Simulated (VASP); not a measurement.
# MgO (Fm-3m) in VASP: a series of runs

Runs on MgO. Level: PBE. Tasks: relaxation of cell and atoms.

All numbers are computed with VASP 6.6.1; they aren't measurements. Logs are shortened: lines on timing, memory, paths and dates and some standing lists are left out, and cuts for length are marked.

**1. Starting point**

Symmetry: Fm-3m, No. 225, cubic system. The conventional cell has a = 4.217 Å, b = 4.217 Å, c = 4.217 Å, α = 90.00°, β = 90.00°, γ = 90.00°. Mg (site symmetry m-3m) is surrounded by 6 O at 2.11 Å. O (site symmetry m-3m) has 6 Mg at 2.11 Å as nearest neighbours.

**2. Relaxation of cell and atoms, PBE**

The input, INCAR:

```
SYSTEM = MgO
PREC = Accurate ; ENCUT = 600
EDIFF = 1E-6 ; ISMEAR = 0
SIGMA = 0.03 ; LREAL = .False.
LASPH = .True. ; NELM = 80
ALGO = Normal ; ISIF = 3
LWAVE = .False. ; LCHARG = .False.
GGA = PE ; IBRION = 2
NSW = 90 ; EDIFFG = -0.01
KPAR = 4
```

The input, KPOINTS:

```
Automatic mesh
0
Gamma
  12 12 12
  0 0 0
```

The input, POSCAR:

```
MgO
1.0
    0.0000000000      2.1085000000      2.1085000000
    2.1085000000      0.0000000000      2.1085000000
    2.1085000000      2.1085000000      0.0000000000
Mg O
1 1
Direct
    0.0000000000      0.0000000000      0.0000000000
    0.5000000000      0.5000000000      0.5000000000
```

Potentials or basis: VASP PAW PBE potentials, release 64 (Mg, O).

On the command line:

```
$ cat potpaw_PBE.64/Mg/POTCAR potpaw_PBE.64/O/POTCAR > POTCAR
$ mpirun -np 4 vasp_std > vasp.out
```

OUTCAR:

```text
SYSTEM = MgO
   PREC = Accurate
   ENCUT = 600
   EDIFF = 1E-6
   ISMEAR = 0
   LREAL = .False.
   LASPH = .True.
   NELM = 80
   ISIF = 3
   GGA = PE
   IBRION = 2
   NSW = 90
   EDIFFG = -0.01

 ion  position               nearest neighbor table
   1  0.000  0.000  0.000-   2 2.11   2 2.11   2 2.11   2 2.11   2 2.11   2 2.11
   2  0.500  0.500  0.500-   1 2.11   1 2.11   1 2.11   1 2.11   1 2.11   1 2.11

  LATTYP: Found a face centered cubic cell.
 ALAT       =     4.2170000000

  Lattice vectors:

 A1 = (   0.0000000000,   2.1085000000,   2.1085000000)
 A2 = (   2.1085000000,   0.0000000000,   2.1085000000)
 A3 = (   2.1085000000,   2.1085000000,   0.0000000000)

Analysis of symmetry for initial positions (statically):
=====================================================================
 Subroutine PRICEL returns:
 Original cell was already a primitive cell.

 Routine SETGRP: Setting up the symmetry group for a
 face centered cubic supercell.

 Subroutine GETGRP returns: Found 48 space group operations
 (whereof 48 operations were pure point group operations)
 out of a pool of 48 trial point group operations.

The static configuration has the point symmetry O_h .

Analysis of symmetry for dynamics (positions and initial velocities):
=====================================================================
 Subroutine PRICEL returns:
 Original cell was already a primitive cell.

 Routine SETGRP: Setting up the symmetry group for a
 face centered cubic supercell.

 Subroutine GETGRP returns: Found 48 space group operations
 (whereof 48 operations were pure point group operations)
 out of a pool of 48 trial point group operations.

The dynamic configuration has the point symmetry O_h .

 Subroutine INISYM returns: Found 48 space group operations
 (whereof 48 operations are pure point group operations),
 and found     1 'primitive' translations

----------------------------------------------------------------------------------------

                                     Primitive cell

  volume of cell :      18.7478

  direct lattice vectors                    reciprocal lattice vectors
     0.000000000  2.108500000  2.108500000    -0.237135404  0.237135404  0.237135404
     2.108500000  0.000000000  2.108500000     0.237135404 -0.237135404  0.237135404
     2.108500000  2.108500000  0.000000000     0.237135404  0.237135404 -0.237135404

  length of vectors
     2.981869296  2.981869296  2.981869296     0.410730569  0.410730569  0.410730569

  position of ions in fractional coordinates (direct lattice)
     0.000000000  0.000000000  0.000000000
     0.500000000  0.500000000  0.500000000

  ion indices of the primitive-cell ions
   primitive index   ion index
                 1           1
                 2           2

----------------------------------------------------------------------------------------

 KPOINTS: Automatic mesh

Automatic generation of k-mesh.
 Grid dimensions read from file:
 generate k-points for:   12   12   12

 Generating k-lattice:

  Cartesian coordinates                     Fractional coordinates (reciprocal lattice)
    -0.019761284  0.019761284  0.019761284     0.083333333  0.000000000  0.000000000
     0.019761284 -0.019761284  0.019761284     0.000000000  0.083333333  0.000000000
     0.019761284  0.019761284 -0.019761284     0.000000000  0.000000000  0.083333333

  Length of vectors
     0.034227547  0.034227547  0.034227547

  Shift w.r.t. Gamma in fractional coordinates (k-lattice)
     0.000000000  0.000000000  0.000000000

 Subroutine IBZKPT returns following result:
 ===========================================

 Found     72 irreducible k-points:

 Following reciprocal coordinates:
            Coordinates               Weight
  0.000000  0.000000  0.000000      1.000000
  0.083333  0.000000  0.000000      8.000000
  0.166667  0.000000  0.000000      8.000000
  0.250000  0.000000  0.000000      8.000000
  0.333333  0.000000  0.000000      8.000000
  0.416667  0.000000  0.000000      8.000000
[... 16 lines left out ...]
  0.500000  0.166667  0.000000     24.000000
 -0.416667  0.166667  0.000000     24.000000
 [... further k-points ...]
   k-points           NKPTS =     72   k-points in BZ     NKDIM =     72   number of bands    NBANDS=      8
   number of dos      NEDOS =    301   number of ions     NIONS =      2
   total plane-waves  NPLWV =  13824
   dimension x,y,z NGX =    24 NGY =   24 NGZ =   24
   dimension x,y,z NGXF=    48 NGYF=   48 NGZF=   48
   ions per type =               1   1
   NGX,Y,Z   is equivalent  to a cutoff of  13.38, 13.38, 13.38 a.u.
   NGXF,Y,Z  is equivalent  to a cutoff of  26.76, 26.76, 26.76 a.u.
 SYSTEM =  MgO
   PREC   = accura    normal or accurate (medium, high low for compatibility)
   ISTART =      0    job   : 0-new  1-cont  2-samecut
   ICHARG =      2    charge: 1-file 2-atom 10-const
   ISPIN  =      1    spin polarized calculation?
   LNONCOLLINEAR =      F non collinear calculations
   LSORBIT =      F    spin-orbit coupling
   LASPH  =      T    aspherical Exc in radial PAW
   ENCUT  =  600.0 eV  44.10 Ry    6.64 a.u.   5.96  5.96  5.96*2*pi/ulx,y,z
   NELM   =     80;   NELMIN=  2; NELMDL= -5     # of ELM steps
   EDIFF  = 0.1E-05   stopping-criterion for ELM
   LREAL  =      F    real-space projection
   EDIFFG = -.1E-01   stopping-criterion for IOM
   NSW    =     90    number of steps for IOM
   IBRION =      2    ionic relax: 0-MD 1-quasi-New 2-CG
   NFREE  =      1    steps in history (QN), initial steepest desc. (CG)
   ISIF   =      3    stress and relaxation
   ISYM   =      2    0-nonsym 1-usesym 2-fastsym
   POTIM  = 0.5000    time-step for ionic-motion
   TEBEG  =    0.0;   TEEND  =   0.0 temperature during run
   PSTRESS=    0.0 pullay stress
   NELECT =       8.0000    total number of electrons
   NUPDOWN=      -1.0000    fix difference up-down
   EMIN   =  10.00;   EMAX   =-10.00  energy-range for DOS
   EFERMI =   0.00;   METHOD = LEGACY
   ISMEAR =     0;   SIGMA  =   0.03  broadening in eV -4-tet -1-fermi 0-gaus
   EFERMI_NEDOS =   21; number of points for ismear=-14 and -15
   IALGO  =     38    algorithm
   IMIX   =      4    mixing-type and parameters
     AMIX     =   0.40;   BMIX     =  1.00
     AMIX_MAG =   1.60;   BMIX_MAG =  1.00
  volume/ion in A,a.u.               =       9.37        63.26
  Fermi-wavevector in a.u.,A,eV,Ry     =   1.232503  2.329092 20.668107  1.519063
  Thomas-Fermi vector in A             =   2.367270
   LORBIT       =      0    0 simple, 1 ext, 2 COOP (PROOUT), +10 PAW based schemes
   GGA     = PE    functional components
   LHFCALC =     F    Hartree Fock is set to
   AEXX    =    0.0000 exact exchange contribution
   IVDW    =     0    specifies the selected vdW correction
   LEPSILON=     F    determine dielectric tensor
   LRPA    =     F    only Hartree local field effects (RPA)
 conjugate gradient relaxation of ions
 non-spin polarized calculation
 Gauss-broadening in eV      SIGMA  =   0.03
  energy-cutoff  :      600.00
  volume of cell :       18.75
 maximum number of plane-waves:       642
   NGX = 11   NGY = 11   NGZ = 11

--------------------------------------- Ionic step        1  -------------------------------------------

 number of electron       8.0000005 magnetization

 Free energy of the ion-electron system (eV)
  ---------------------------------------------------
  ext. energy  EPLUGINS =         0.00000000
  ---------------------------------------------------
  free energy    TOTEN  =       -11.91049839 eV

  energy without entropy =      -11.91049839  energy(sigma->0) =      -11.91049839

------------------------ aborting loop because EDIFF is reached ----------------------------------------

  FORCE on cell =-STRESS in cart. coord.  units (eV):
  Direction    XX          YY          ZZ          XY          YZ          ZX
  --------------------------------------------------------------------------------------
  -------------------------------------------------------------------------------------
  Total        0.3614761      0.3614761      0.3614761     -0.0000000      0.0000000      0.0000000
  in kB       30.8915279     30.8915279     30.8915279     -0.0000000      0.0000000      0.0000000
  external PRESSURE =      30.8915279 kB  Pullay stress =       0.0000000 kB
[... 57 lines left out ...]
  energy  without entropy=      -11.9137255627  energy(sigma->0) =      -11.91372556

--------------------------------------- Ionic step        3  -------------------------------------------

 number of electron       8.0000004 magnetization

 Free energy of the ion-electron system (eV)
  ---------------------------------------------------
  ext. energy  EPLUGINS =         0.00000000
  ---------------------------------------------------
  free energy    TOTEN  =       -11.91408016 eV

  energy without entropy =      -11.91408016  energy(sigma->0) =      -11.91408016

 E-fermi :   3.2409     XC(G=0): -10.9683

 val. band max:        3.0120555567   @ k =   0.0000   0.0000   0.0000
 cond. band min:       7.5158317811   @ k =   0.0000   0.0000   0.0000
 fundamental gap:      4.5037762244
 Fermi energy:         3.2408666580

 k-point     1 :       0.0000    0.0000    0.0000
  band No.  band energies     occupation
      1     -14.1327      2.00000
      2       3.0121      2.00000
      3       3.0121      2.00000
      4       3.0121      2.00000
      5       7.5158      0.00000
      6      18.6816      0.00000
      7      18.6816      0.00000
      8      18.6816      0.00000
[... 243 lines left out ...]
 k-point    24 :      -0.4167    0.1667    0.0000
  band No.  band energies     occupation
      1     -12.8243      2.00000
      2      -1.1072      2.00000
      3       1.4784      2.00000
      4       2.2580      2.00000
      5      11.9026      0.00000
      6      15.1289      0.00000
      7      16.9606      0.00000
      8      19.6909      0.00000

 [... further k-points ...]

------------------------ aborting loop because EDIFF is reached ----------------------------------------

  FORCE on cell =-STRESS in cart. coord.  units (eV):
  Direction    XX          YY          ZZ          XY          YZ          ZX
  --------------------------------------------------------------------------------------
  -------------------------------------------------------------------------------------
  Total       -0.0010112     -0.0010112     -0.0010112     -0.0000000     -0.0000000      0.0000000
  in kB       -0.0847164     -0.0847164     -0.0847164     -0.0000000     -0.0000000      0.0000000
  external PRESSURE =      -0.0847164 kB  Pullay stress =       0.0000000 kB
[... 17 lines left out ...]
  FREE ENERGIE OF THE ION-ELECTRON SYSTEM (eV)
  ---------------------------------------------------
  free  energy   TOTEN  =       -11.9140801577 eV

  energy  without entropy=      -11.9140801577  energy(sigma->0) =      -11.91408016

 reached required accuracy - stopping structural energy minimisation
```

Wall time 6.3 s (4 MPI ranks of Intel Xeon Platinum 8559C (Emerald Rapids), shared host); peak memory 0.14 GiB.

Results:

```yaml
Free_energy: -11.9141 eV
Relaxed_volume: 9.56 Å³/atom
Relaxed_cell: a = 3.002 Å, b = 3.002 Å, c = 3.002 Å, α = 60.00°, β = 60.00°, γ = 60.00°
Space_group_after_relaxing_to_0.05_Å: Fm-3m (No. 225)
Energy_gained_by_relaxing: 1.8 meV/atom
Ionic_steps: 3
Pressure_after_relaxing: 0.0 GPa
Band_gap_on_the_k_mesh: 4.50 eV, direct
```

The path:
```tsv
step	energy change (eV)	largest force (eV/Å)	pressure (GPa)	volume (Å³)
1	0.0000	0.0000	3.09	18.75
2	-0.0032	0.0000	-0.93	19.24
3	-0.0036	0.0000	-0.01	19.12
```

Final structure:
```
Mg O
1.0
     0.00000    2.12248    2.12248
     2.12248    0.00000    2.12248
     2.12248    2.12248    0.00000
Mg O
1 1
Direct
  0.00000 0.00000 0.00000
  0.50000 0.50000 0.50000
```

A k mesh can miss the band edges. PBE usually gives volumes a little too large and moduli too small.

(Part 1 of 2 ends here.)
